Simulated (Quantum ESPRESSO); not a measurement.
Wanted: an ASE script for a Quantum ESPRESSO 7.5 run.

* Task: relaxation of cell and atoms
* Functional: PBE
* Dispersion: D3M(BJ)
* Potentials or basis: PseudoDojo 0.4.1 SR PBE standard
* Cutoff: 1143 eV
* Density cutoff: 4572 eV
* k mesh: 10 × 10 × 10
* Occupations: fermi-dirac, width 0.05 eV
* Spin: no spin polarisation
* ASE optimiser: FIRE
* Mixing beta: 0.5
* Most SCF iterations: 120
* SCF threshold: 4e-10 Ry

The structure of AlN lies in AlN.cif:

```cif
data_AlN
_cell_length_a 3.08863331
_cell_length_b 3.08863331
_cell_length_c 3.08863331
_cell_angle_alpha 60.00000000
_cell_angle_beta 60.00000000
_cell_angle_gamma 60.00000000
_space_group_name_H-M_alt 'P1'
_space_group_name_Hall 'P 1'
_space_group_IT_number 1
loop_
_space_group_symop_operation_xyz
'x,y,z'
loop_
_atom_site_label
_atom_site_type_symbol
_atom_site_symmetry_multiplicity
_atom_site_Wyckoff_symbol
_atom_site_fract_x
_atom_site_fract_y
_atom_site_fract_z
_atom_site_occupancy
Al1 Al 1 a 0.0000000000 0.0000000000 0.0000000000 1
N1 N 1 a 0.2500000000 0.2500000000 0.2500000000 1
```

Measurements of this composition are mostly on another form, of space group No. 186.

These files were run (other wordings do the same):

run.py

```python
import numpy as np
from ase.calculators.espresso import Espresso, EspressoProfile
from ase.io import read

atoms = read('AlN.cif')

input_data = {
    'control': {'calculation': 'scf', 'prefix': 'pwscf', 'outdir': './tmp', 'tprnfor': True, 'tstress': True, 'disk_io': 'low'},
    'system': {'ecutwfc': 84.0, 'nbnd': 9, 'occupations': 'smearing', 'smearing': 'fd', 'degauss': 0.00367493, 'vdw_corr': 'grimme-d3', 'dftd3_version': 6},
    'electrons': {'conv_thr': 4e-10, 'electron_maxstep': 120, 'mixing_beta': 0.5},
}
pseudopotentials = {'N': 'N.upf', 'Al': 'Al.upf'}
profile = EspressoProfile(command='pw.x', pseudo_dir='pseudo')
dft = Espresso(profile=profile, input_data=input_data, pseudopotentials=pseudopotentials, kpts=(10, 10, 10), koffset=(0, 0, 0))
atoms.calc = dft

from ase.optimize import FIRE
from ase.filters import FrechetCellFilter
done = FIRE(FrechetCellFilter(atoms), trajectory='opt.traj').run(fmax=0.02, steps=30)
print('converged', done)
print('cell (A)', np.round(atoms.cell.cellpar(), 5))
print(f'energy {atoms.get_potential_energy():.8f} eV')
print('forces (eV/A)')
print(np.round(atoms.get_forces(), 6))
print('stress (eV/A^3, Voigt)')
print(np.round(atoms.get_stress(), 8))
print(f'Fermi level {dft.get_fermi_level():.4f} eV')
```

Potentials or basis: PseudoDojo 0.4.1 SR PBE standard.

The run is started by

```sh
$ OMP_NUM_THREADS=1 python run.py
```

Results of the run:

```json
{
 "Relaxed volume": "10.16 Å³/atom",
 "Relaxed cell": "a = 3.063 Å, b = 3.063 Å, c = 3.063 Å, α = 60.00°, β = 60.00°, γ = 60.00°",
 "Space group after relaxing (to 0.05 Å)": "F-43m (No. 216)",
 "Energy gained by relaxing": "4.3 meV/atom",
 "Ionic steps": "4",
 "Pressure after relaxing": "0.0 GPa",
 "Band gap on the k mesh": "3.34 eV, indirect (least direct gap 4.42 eV)"
}
```

It took 2.7 min on 1 thread of Arm Neoverse V1, on a shared host, peak memory 0.09 GiB.
